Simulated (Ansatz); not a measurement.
Write a Python script for Ansatz 0.2.0 through its Python package that makes a projected density of states of TePb, space group Pnma. Use: r2SCAN, PAW, cutoff 300 eV, 3×4×3 k-points, fixed occupations.

```yaml
crystal:
  lattice:
    - [7.97174, 0.00000, 0.00000]
    - [0.00000, 4.57058, 0.00000]
    - [0.00000, 0.00000, 7.91497]
  atoms:
    - { symbol: Te, position: [0.24891, 0.75000, 0.08338] }
    - { symbol: Te, position: [0.74891, 0.75000, 0.41662] }
    - { symbol: Te, position: [0.25109, 0.25000, 0.58338] }
    - { symbol: Te, position: [0.75109, 0.25000, 0.91662] }
    - { symbol: Pb, position: [0.00153, 0.75000, 0.74875] }
    - { symbol: Pb, position: [0.50153, 0.75000, 0.75125] }
    - { symbol: Pb, position: [0.49847, 0.25000, 0.24875] }
    - { symbol: Pb, position: [0.99847, 0.25000, 0.25125] }
```

The script, `tepb_pdos.py`:
```python
import sys

import ansatz as az
import numpy as np

lattice = az.Lattice.of(
    [7.971738, 0.0, 0.0],
    [0.0, 4.570583, 0.0],
    [0.0, 0.0, 7.914968],
)
sites = [
    ("Te", [0.248907, 0.75, 0.083383]),
    ("Te", [0.748907, 0.75, 0.416617]),
    ("Te", [0.251093, 0.25, 0.583383]),
    ("Te", [0.751093, 0.25, 0.916617]),
    ("Pb", [0.001532, 0.75, 0.748745]),
    ("Pb", [0.501532, 0.75, 0.751255]),
    ("Pb", [0.498468, 0.25, 0.248745]),
    ("Pb", [0.998468, 0.25, 0.251255]),
]
xtal = az.Crystal(lattice=lattice)
for symbol, position in sites:
    xtal = xtal.atom(symbol, position)

calc = (
    xtal.calculation()
    .occupations(az.OccupationsMethod.FIXED)
    .scf(max_iterations=80, algorithm="density_mixing")
    .basis(300, density_ratio=6)
    .kpoints(3, 4, 3)
    .functional(az.Functional.R2SCAN)
    .eigensolver("davidson", full_accuracy=True)
    .scf(extra_bands=22)
    .density_of_states(projected=True, energy_step=0.05)
)
try:
    result = calc.run(threads=1, pin="off")
except az.NonConvergedError as error:
    sys.exit(f"no convergence: {error}")
except az.RefusalError as error:
    sys.exit(f"input refused: {error}")
rep = result.report

dos = result.density_of_states()
energy = np.asarray(dos.energies_ev) - dos.fermi_ev
curves = {}
for site in result.projected_density_of_states().sites:
    for shell in site.shells:
        weight = sum(np.sum(curve.g_bin_mean_per_ev, axis=0) for curve in shell.curves)
        name = f"{site.species} {shell.label}"
        curves[name] = curves.get(name, 0) + weight

print("E-EF   " + " ".join(f"{name:>8s}" for name in curves))
for e in np.arange(-10, 6 + 0.1, 1.0):
    print(f"{e:5.1f}  " + " ".join(f"{np.interp(e, energy, g):8.3f}" for g in curves.values()))
```

```console
$ python tepb_pdos.py
DeckWarning: basis.ecutwfc = 300 eV is below the records' recommended 500 eV, and the density's cutoff is lower with it unless basis.ecutrho_ratio is high enough to keep the records' density cutoff: compare with a run at a higher cutoff
DeckWarning: basis.ecutrho_ratio = 6 (ecutrho = 1800 eV) is below the records' recommended 2000 eV
E-EF      Te 5S    Te 5P    Te 4D    Pb 6S    Pb 6P    Pb 5D
-10.0     0.000    0.000    0.000    0.000    0.000    0.000
 -9.0     0.009    0.079    0.000    0.280    0.002    0.000
 -8.0     0.226    0.163    0.000    1.465    0.027    0.001
 -7.0     0.096    0.018    0.000    0.200    0.003    0.000
 -6.0     0.000    0.000    0.000    0.000    0.000    0.000
 -5.0     0.000    0.000    0.000    0.000    0.000    0.000
 -4.0     0.016    1.504    0.000    0.016    1.152    0.001
 -3.0     0.065    3.013    0.001    0.145    1.680    0.007
 -2.0     0.060    5.505    0.001    0.220    1.460    0.019
 -1.0     0.069    7.975    0.001    0.957    0.817    0.025
  0.0     0.000    0.009    0.000    0.003    0.000    0.000
  1.0     0.254    0.154    0.001    0.023    1.670    0.000
  2.0     0.198    0.776    0.002    0.026    3.603    0.002
  3.0     0.132    2.272    0.002    0.038    5.804    0.003
  4.0     0.035    1.416    0.001    0.020    2.894    0.001
  5.0     0.003    0.331    0.000    0.003    0.573    0.000
  6.0     0.002    0.107    0.000    0.006    0.249    0.000
```
(Warnings from the package without file and line.)

These settings explore the input space; cutoff and mesh may be short of convergence. The cutoff lies under the one recommended for these potentials. Along an axis with an odd division the mesh misses the point at one half; a gap read on a finite mesh is an upper bound on this functional's gap. Spin-orbit coupling, left out here, can change this gap by several tenths of an eV, and inverted bands can meet off the mesh. With fixed filling the reported Fermi level is the top filled level among the k-points of the SCF. Within a few hundredths of an angstrom the cell has the higher group P6_3/mmc; the lower one is a small distortion. The crystal has a gap of about 0.53 eV on the mesh; bins of finite width blur the band edges. Spin-orbit coupling, which matters for elements this heavy, is left out. The structure comes from a database of computed cells and needn't be a stable or known phase. Curves are summed over the cell's atoms. Only shells that the potentials hold have channels, so projections don't add up to the total, least of all where a shell is missing (p of most metals); heights and places of peaks move with the mesh. The computed bands are complete only to about 8.3 eV above the Fermi level; beyond that the density of states is undercounted. Hardware and time: 37 s on 1 thread of Intel(R) Xeon(R) Processor @ 2.30GHz (shared host), peak memory 1 GiB.
